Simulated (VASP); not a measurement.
# Relaxed cell of AlN: a test of cutoff and mesh

How far does the relaxed cell of AlN depend on cutoff and k mesh? The starting structure is a measured crystal structure from the Crystallography Open Database. The first relaxation on each setting starts from this cell expanded by 3 % in volume.

Calculated with VASP 6.6.1; Kohn-Sham DFT with plane waves and PAW; PBEsol.

## (1) Set-up

Symmetry: P6_3mc, No. 186, hexagonal system. Conventional cell: a = 3.111 Å, b = 3.111 Å, c = 4.978 Å, α = 90.00°, β = 90.00°, γ = 120.00°. Nearest to Al lie 4 N at 1.89 to 1.92 Å. Nearest to N lie 4 Al at 1.89 to 1.92 Å. Farther neighbours and most contacts between anions are not listed.

As a file:

```
Al N
1.0
     3.11100    0.00000    0.00000
    -1.55550    2.69421    0.00000
     0.00000    0.00000    4.97800
Al N
2 2
Direct
  0.66667 0.33333 0.50000
  0.33333 0.66667 0.00000
  0.66667 0.33333 0.88500
  0.33333 0.66667 0.38500
```

## (2) Reference relaxation

This run starts from the cell of an earlier relaxation, which isn't shown; the restart sets up the plane waves anew.

File INCAR:

```
SYSTEM = AlN
PREC = Accurate
ENCUT = 520
EDIFF = 1E-06
NELM = 100
ISMEAR = 0
SIGMA = 0.03
LREAL = .FALSE.
ALGO = Normal
GGA = PS
NBANDS = 14
LORBIT = 11
LWAVE = .FALSE.
LCHARG = .FALSE.
KPAR = 8
IBRION = 2
NSW = 50
ISIF = 3
EDIFFG = -0.006
```

File POSCAR:

```
AlN
1.0
    3.1134037784      0.0000000000      0.0000000000
   -1.5567018893      2.6962867645      0.0000000000
    0.0000000000      0.0000000000      4.9831617408
Al N
2 2
Direct
    0.6666666667      0.3333333333      0.5014918702
    0.3333333333      0.6666666667      0.0014918702
    0.6666666667      0.3333333333      0.8835081298
    0.3333333333      0.6666666667      0.3835081298
```

File KPOINTS:

```
Automatic mesh
0
Gamma
8 8 4
0 0 0
```

The projector-augmented-wave data sets are Al and N (PBE family, release 64).

Run with:

```
$ mpirun -np 8 vasp_std
```

What it wrote:

```text
[banner, memory and clock lines left out]
running    8 mpi-ranks, on    1 nodes
 distrk:  each k-point on    1 cores,    8 groups
 distr:  one band on    1 cores,    1 groups

 POSCAR found type information on POSCAR AlN
 POSCAR found :  2 types and       4 ions
|                                                                             |
|           W    W    AA    RRRRR   N    N  II  N    N   GGGG   !!!           |
|           W    W   A  A   R    R  NN   N  II  NN   N  G    G  !!!           |
|           W    W  A    A  R    R  N N  N  II  N N  N  G       !!!           |
|           W WW W  AAAAAA  RRRRR   N  N N  II  N  N N  G  GGG   !            |
|           WW  WW  A    A  R   R   N   NN  II  N   NN  G    G                |
|           W    W  A    A  R    R  N    N  II  N    N   GGGG   !!!           |
|                                                                             |
|     For optimal performance we recommend to set                             |
|       NCORE = 2 up to number-of-cores-per-socket                            |
|     NCORE specifies how many cores store one orbital (NPAR=cpu/NCORE).      |
|     This setting can greatly improve the performance of VASP for DFT.       |
|     The default, NCORE=1 might be grossly inefficient on modern             |
|     multi-core architectures or massively parallel machines. Do your        |
|     Unfortunately you need to use the default for GW and RPA                |
|     calculations (for HF NCORE is supported but not extensively tested      |
|     yet).                                                                   |
|                                                                             |

|                                                                             |
|               ----> ADVICE to this user running VASP <----                  |
|                                                                             |
|     You enforced a specific xc type in the INCAR file but a different       |
|     [... a line on the potential file left out ...]
|     I HOPE YOU KNOW WHAT YOU ARE DOING!                                     |
|                                                                             |

 LDA part: xc-table for (Slater+PW92), standard interpolation
 POSCAR, INCAR and KPOINTS ok, starting setup
 FFT: planning ... GRIDC
 FFT: planning ... GRID_SOFT
 FFT: planning ... GRID
 WAVECAR not read
 entering main loop
       N       E                     dE             d eps       ncg     rms          rms(c)
DAV:   1     0.411507185211E+02    0.41151E+02   -0.75344E+03   840   0.102E+03
DAV:   2    -0.322277487931E+02   -0.73378E+02   -0.67543E+02  1190   0.201E+02
DAV:   3    -0.357352983910E+02   -0.35075E+01   -0.34962E+01  1164   0.458E+01
DAV:   4    -0.357592477405E+02   -0.23949E-01   -0.23948E-01   930   0.438E+00
DAV:   5    -0.357595582805E+02   -0.31054E-03   -0.31053E-03  1158   0.505E-01    0.117E+01
DAV:   6    -0.313613981178E+02    0.43982E+01   -0.11906E+01  1032   0.255E+01    0.424E+00
DAV:   7    -0.313490814785E+02    0.12317E-01   -0.69060E-01   930   0.587E+00    0.288E+00
DAV:   8    -0.313177131373E+02    0.31368E-01   -0.83486E-02  1026   0.263E+00    0.533E-01
DAV:   9    -0.313120676697E+02    0.56455E-02   -0.18483E-02  1110   0.999E-01    0.248E-01
DAV:  10    -0.313124396270E+02   -0.37196E-03   -0.16128E-03   948   0.281E-01    0.155E-01
DAV:  11    -0.313123568508E+02    0.82776E-04   -0.17147E-04  1074   0.993E-02    0.344E-02
DAV:  12    -0.313123556789E+02    0.11719E-05   -0.60992E-06  1068   0.229E-02    0.557E-03
DAV:  13    -0.313123550828E+02    0.59614E-06   -0.37994E-06  1032   0.146E-02
   1 F= -.31312355E+02 E0= -.31312355E+02  d E =-.313124E+02
 curvature:   0.00 expect dE= 0.000E+00 dE for cont linesearch  0.000E+00
 trial: gam= 0.00000 g(F)=  0.720E-06 g(S)=  0.864E-05 ort = 0.000E+00 (trialstep = 0.100E+01)
 search vector abs. value=  0.936E-05
 reached required accuracy - stopping structural energy minimisation
```

Run time: 3.8 s. Hardware: 8 MPI ranks of Intel Xeon 6975P-C (Granite Rapids), shared host; peak memory 1.3 GiB; 23 s of CPU time.

Lines that name or quote the potential files are left out of all logs, and their timing lines are given in words.

Parts of OUTCAR (step 2):

```text
ion  position               nearest neighbor table
   1  0.667  0.333  0.501-   4 1.89   4 1.89   4 1.89   3 1.90   2 3.07   2 3.07   2 3.07   2 3.07
                             2 3.07   2 3.07
   2  0.333  0.667  0.001-   3 1.89   3 1.89   3 1.89   4 1.90   1 3.07   1 3.07   1 3.07   1 3.07
                             1 3.07   1 3.07
   3  0.667  0.333  0.884-   2 1.89   2 1.89   2 1.89   1 1.90
   4  0.333  0.667  0.384-   1 1.89   1 1.89   1 1.89   2 1.90

  LATTYP: Found a hexagonal cell.
 ALAT       =     3.1134037784
 C/A-ratio  =     1.6005510674

 Subroutine GETGRP returns: Found 12 space group operations
 (whereof  6 operations were pure point group operations)

The static configuration has the point symmetry C_3v.
 The point group associated with its full space group is C_6v.

 Found     30 irreducible k-points:

   k-points           NKPTS =     30   k-points in BZ     NKDIM =     30   number of bands    NBANDS=     14

   dimension x,y,z NGX =    24 NGY =   24 NGZ =   40
   dimension x,y,z NGXF=    48 NGYF=   48 NGZF=   80

   ENCUT  =  520.0 eV  38.22 Ry    6.18 a.u.   5.79  5.79  9.27*2*pi/ulx,y,z

   NELECT =      16.0000    total number of electrons

 k-points in reciprocal lattice and weights: Automatic mesh
   0.00000000  0.00000000  0.00000000       0.004
   0.12500000  0.00000000  0.00000000       0.023
   0.25000000  0.00000000  0.00000000       0.023
   0.37500000  0.00000000  0.00000000       0.023
   0.50000000  0.00000000  0.00000000       0.012
   0.12500000  0.12500000  0.00000000       0.023
   0.25000000  0.12500000  0.00000000       0.047
   0.37500000  0.12500000  0.00000000       0.047
   0.25000000  0.25000000  0.00000000       0.023
[...]
0.25000000  0.25000000  0.50000000       0.023
   0.37500000  0.25000000  0.50000000       0.023

 average (electrostatic) potential at core
       1 -71.3874       2 -71.3874       3 -60.0192       4 -60.0192

 E-fermi :   6.2235

 k-point     1 :       0.0000    0.0000    0.0000
  band No.  band energies     occupation
    ...
      4       5.1751      2.00000
      5       5.1751      2.00000
      6       5.8292      2.00000
      7       5.8292      2.00000
      8       6.0538      2.00000
      9      10.1677      0.00000
     10      12.6034      0.00000
     11      16.5479      0.00000
     12      17.0745      0.00000
     13      17.0745      0.00000
    ...

 k-point     2 :       0.1250    0.0000    0.0000
  band No.  band energies     occupation
    ...
      4       4.2963      2.00000
      5       4.9298      2.00000
      6       4.9991      2.00000
      7       5.7921      2.00000
      8       5.9614      2.00000
      9      11.0019      0.00000
     10      13.3383      0.00000
     11      15.7086      0.00000
     12      15.9973      0.00000
     13      17.6390      0.00000
    ...

 k-point     3 :       0.2500    0.0000    0.0000
  band No.  band energies     occupation
    ...
      4       2.5592      2.00000
      5       3.5653      2.00000
      6       4.4615      2.00000
      7       5.6097      2.00000
      8       5.6274      2.00000
      9      12.1374      0.00000
     10      13.5256      0.00000
     11      14.0191      0.00000
     12      15.9755      0.00000
     13      17.5001      0.00000
    ...

  Total        0.0181131      0.0181131      0.0077564     -0.0000000      0.0000000      0.0000000
  in kB        0.6937397      0.6937397      0.2970753     -0.0000000      0.0000000      0.0000000
  external PRESSURE =       0.5615183 kB  Pullay stress =       0.0000000 kB

  energy-cutoff  :      520.00
  volume of cell :       41.83
      direct lattice vectors                 reciprocal lattice vectors
     3.113403778  0.000000000  0.000000000     0.321191876  0.185440216  0.000000000
    -1.556701889  2.696286764  0.000000000     0.000000000  0.370880432  0.000000000
     0.000000000  0.000000000  4.983161741     0.000000000  0.000000000  0.200675806

 POSITION                                       TOTAL-FORCE (eV/Angst)
 -----------------------------------------------------------------------------------
      1.55670      0.89876      2.49902        -0.000000      0.000000      0.001931
     -0.00000      1.79752      0.00743         0.000000     -0.000000      0.001931
      1.55670      0.89876      4.40266        -0.000000     -0.000000     -0.001931
     -0.00000      1.79752      1.91108         0.000000      0.000000     -0.001931
 -----------------------------------------------------------------------------------
    total drift:                               -0.000000      0.000000      0.000612

  FREE ENERGIE OF THE ION-ELECTRON SYSTEM (eV)
  ---------------------------------------------------
  free  energy   TOTEN  =       -31.3123550828 eV

  energy  without entropy=      -31.3123550828  energy(sigma->0) =      -31.31235508

 reached required accuracy - stopping structural energy minimisation

 total charge
# of ion       s       p       d       tot
------------------------------------------
    1        0.369   0.442   0.000   0.810
    2        0.369   0.442   0.000   0.810
    3        1.217   2.627   0.000   3.844
    4        1.217   2.627   0.000   3.844
--------------------------------------------------
tot          3.172   6.136   0.000   9.308

[... 3 further parts left out ...]
```

The PAW data sets were made with PBE, which is usual practice but a small mismatch for other functionals. The run keeps the 12 symmetry operations of its start, so it cannot find a distortion of lower symmetry.

The reference relaxation ends at 10.458 Å³ an atom. Pressures at 0.985 and 1.015 times this volume, from two more relaxations that aren't shown, give a bulk modulus of 202.2 GPa.

## (3) Relaxation with a cutoff of 400 eV

Against step 2 the input has ENCUT = 400. This run starts from the cell of an earlier relaxation, which isn't shown; the restart sets up the plane waves anew.

INCAR, as its differences from that of step 2:

```diff
@@ -2,3 +2,3 @@
 PREC = Accurate
-ENCUT = 520
+ENCUT = 400
 EDIFF = 1E-06
```

File POSCAR:

```
AlN
1.0
    3.1003649258      0.0000000000      0.0000000000
   -1.5501824630      2.6849947868      0.0000000000
    0.0000000000      0.0000000000      4.9584793224
Al N
2 2
Direct
    0.6666666667      0.3333333333      0.5013622374
    0.3333333333      0.6666666667      0.0013622374
    0.6666666667      0.3333333333      0.8836377626
    0.3333333333      0.6666666667      0.3836377626
```

KPOINTS is that of step 2.

Run with:

```
$ mpirun -np 8 vasp_std
```

What it wrote:

```text
[banner, memory and clock lines left out]
running    8 mpi-ranks, on    1 nodes
[...]
[... a notice as in an earlier step ...]

 [... a notice as in an earlier step ...]

 LDA part: xc-table for (Slater+PW92), standard interpolation
 POSCAR, INCAR and KPOINTS ok, starting setup
[...]
entering main loop
       N       E                     dE             d eps       ncg     rms          rms(c)
DAV:   1     0.323218809558E+02    0.32322E+02   -0.63660E+03   848   0.825E+02
DAV:   2    -0.328313957017E+02   -0.65153E+02   -0.59816E+02  1152   0.178E+02
DAV:   3    -0.357400389816E+02   -0.29086E+01   -0.28992E+01  1122   0.390E+01
DAV:   4    -0.357577787625E+02   -0.17740E-01   -0.17738E-01   960   0.362E+00
[...]
DAV:  10    -0.313045105188E+02   -0.40164E-03   -0.18641E-03   990   0.282E-01    0.198E-01
DAV:  11    -0.313044033114E+02    0.10721E-03   -0.22984E-04  1074   0.108E-01    0.383E-02
DAV:  12    -0.313044023245E+02    0.98687E-06   -0.59751E-06  1008   0.212E-02
[...]
DAV:   4    -0.313041547395E+02    0.14310E-04   -0.10223E-05  1080   0.256E-02    0.190E-02
DAV:   5    -0.313041514492E+02    0.32903E-05   -0.32874E-06   936   0.137E-02    0.634E-03
DAV:   6    -0.313041515686E+02   -0.11939E-06   -0.95099E-08   570   0.252E-03
   2 F= -.31304152E+02 E0= -.31304152E+02  d E =0.250756E-03
 trial-energy change:    0.000251  1 .order    0.000210   -0.001759    0.002179
 step:   0.4314(harm=  0.4468)  dis= 0.00008  next Energy=   -31.304779 (dE=-0.376E-03)
[...]
N       E                     dE             d eps       ncg     rms          rms(c)
DAV:   1    -0.313056639393E+02   -0.15125E-02   -0.17807E-02   966   0.114E+00    0.202E-01
DAV:   2    -0.313047763860E+02    0.88755E-03   -0.25733E-03   996   0.368E-01    0.470E-02
DAV:   3    -0.313047696441E+02    0.67419E-05   -0.12903E-04   942   0.882E-02    0.190E-02
DAV:   4    -0.313047647218E+02    0.49223E-05   -0.33856E-06  1086   0.147E-02    0.105E-02
DAV:   5    -0.313047625396E+02    0.21822E-05   -0.97429E-07   540   0.775E-03    0.294E-03
DAV:   6    -0.313047624589E+02    0.80640E-07   -0.82362E-08   504   0.253E-03
   3 F= -.31304762E+02 E0= -.31304762E+02  d E =-.360134E-03
[...]
reached required accuracy - stopping structural energy minimisation
```

The job ended after 4.2 s (8 MPI ranks; peak memory 1.1 GiB; 28 s of CPU time).

From OUTCAR (step 3):

```text
  Total        0.0064631      0.0064631     -0.0153840     -0.0000000     -0.0000000      0.0000000
  in kB        0.2517295      0.2517295     -0.5991891     -0.0000000     -0.0000000      0.0000000
  external PRESSURE =      -0.0319101 kB  Pullay stress =       0.0000000 kB

 POSITION                                       TOTAL-FORCE (eV/Angst)
 -----------------------------------------------------------------------------------
      1.54851      0.89403      2.48292         0.000000     -0.000000     -0.002289
     -0.00000      1.78806      0.00682         0.000000      0.000000     -0.002289
      1.54851      0.89403      4.37587        -0.000000     -0.000000      0.002289
     -0.00000      1.78806      1.89977        -0.000000      0.000000      0.002289
 -----------------------------------------------------------------------------------
    total drift:                                0.000000      0.000000     -0.000151

  FREE ENERGIE OF THE ION-ELECTRON SYSTEM (eV)
  ---------------------------------------------------
  free  energy   TOTEN  =       -31.3047624589 eV

  energy  without entropy=      -31.3047624589  energy(sigma->0) =      -31.30476246

[... 2 parts as in an earlier step ...]

[... 2 further parts left out ...]
[key lines of the parts left out:]
E-fermi :   6.4307
```

With a cutoff of 400 eV the cell ends at 10.284 Å³ an atom, -1.67 % from the reference; the bulk modulus is 211.0 GPa against 202.2 GPa.

## (4) Relaxation with a 4×4×3 mesh

Against step 2 the input has a 4×4×3 mesh (also changed: KPAR and NCORE). This run starts from the cell of an earlier relaxation, which isn't shown; the restart sets up the plane waves anew.

INCAR, as its differences from that of step 3:

```diff
@@ -2,3 +2,3 @@
 PREC = Accurate
-ENCUT = 400
+ENCUT = 520
 EDIFF = 1E-06
@@ -14,3 +14,4 @@
 LCHARG = .FALSE.
-KPAR = 8
+KPAR = 4
+NCORE = 2
 IBRION = 2
```

File POSCAR:

```
AlN
1.0
    3.1163446683      0.0000000000      0.0000000000
   -1.5581723342      2.6988336498      0.0000000000
    0.0000000000      0.0000000000      4.9747439402
Al N
2 2
Direct
    0.6666666667      0.3333333333      0.5010846809
    0.3333333333      0.6666666667      0.0010846809
    0.6666666667      0.3333333333      0.8839153191
    0.3333333333      0.6666666667      0.3839153191
```

File KPOINTS:

```
Automatic mesh
0
Gamma
4 4 3
0 0 0
```

Run with:

```
$ mpirun -np 8 vasp_std
```

What it wrote:

```text
[banner, memory and clock lines left out]
running    8 mpi-ranks, on    1 nodes
[...]
[... a notice as in an earlier step ...]

 LDA part: xc-table for (Slater+PW92), standard interpolation
 POSCAR, INCAR and KPOINTS ok, starting setup
[...]
entering main loop
       N       E                     dE             d eps       ncg     rms          rms(c)
DAV:   1     0.480459920099E+02    0.48046E+02   -0.73311E+03   224   0.101E+03
DAV:   2    -0.319702975634E+02   -0.80016E+02   -0.74567E+02   326   0.209E+02
DAV:   3    -0.357226254805E+02   -0.37523E+01   -0.37390E+01   308   0.471E+01
DAV:   4    -0.357489357769E+02   -0.26310E-01   -0.26308E-01   254   0.460E+00
[...]
DAV:  11    -0.312780793075E+02    0.64526E-04   -0.13487E-04   290   0.877E-02    0.302E-02
DAV:  12    -0.312780790769E+02    0.23056E-06   -0.11135E-05   284   0.238E-02    0.391E-03
DAV:  13    -0.312780788121E+02    0.26485E-06   -0.13475E-06   202   0.947E-03
   1 F= -.31278079E+02 E0= -.31278079E+02  d E =-.312781E+02
[...]
reached required accuracy - stopping structural energy minimisation
```

Elapsed: 2 s, on 8 MPI ranks; peak memory 1.1 GiB.

From OUTCAR (step 4):

```text
  Total       -0.0226327     -0.0226327      0.0005998      0.0000000      0.0000000      0.0000000
  in kB       -0.8666732     -0.8666732      0.0229693      0.0000000      0.0000000      0.0000000
  external PRESSURE =      -0.5701257 kB  Pullay stress =       0.0000000 kB

 POSITION                                       TOTAL-FORCE (eV/Angst)
 -----------------------------------------------------------------------------------
      1.55817      0.89961      2.49277        -0.000000     -0.000000      0.004611
     -0.00000      1.79922      0.00540         0.000000      0.000000      0.004611
      1.55817      0.89961      4.39725        -0.000000      0.000000     -0.004611
     -0.00000      1.79922      1.90988         0.000000     -0.000000     -0.004611
 -----------------------------------------------------------------------------------
    total drift:                               -0.000000      0.000000      0.000481

  FREE ENERGIE OF THE ION-ELECTRON SYSTEM (eV)
  ---------------------------------------------------
  free  energy   TOTEN  =       -31.2780788121 eV

  energy  without entropy=      -31.2780788121  energy(sigma->0) =      -31.27807881

[... 1 part as in an earlier step ...]

[... 3 further parts left out ...]
[key lines of the parts left out:]
E-fermi :   6.2311
```

With a 4×4×3 mesh the cell ends at 10.460 Å³ an atom, +0.02 % from the reference; the bulk modulus is 201.0 GPa against 202.2 GPa.

[end of part 1 of 2]

[Lines on the potential files, build, host, timing and source positions are cut from VASP's logs without a mark.]

[Logs are printed without paths, hosts, clocks, repeated set-up lines and the standing remarks that a program may print on its own settings, such as how far it seeks lower states.]

[Hosts, paths, dates, database ids (printed as entryN), source tags and the programs' standing remarks are cut or masked in the printed files.]
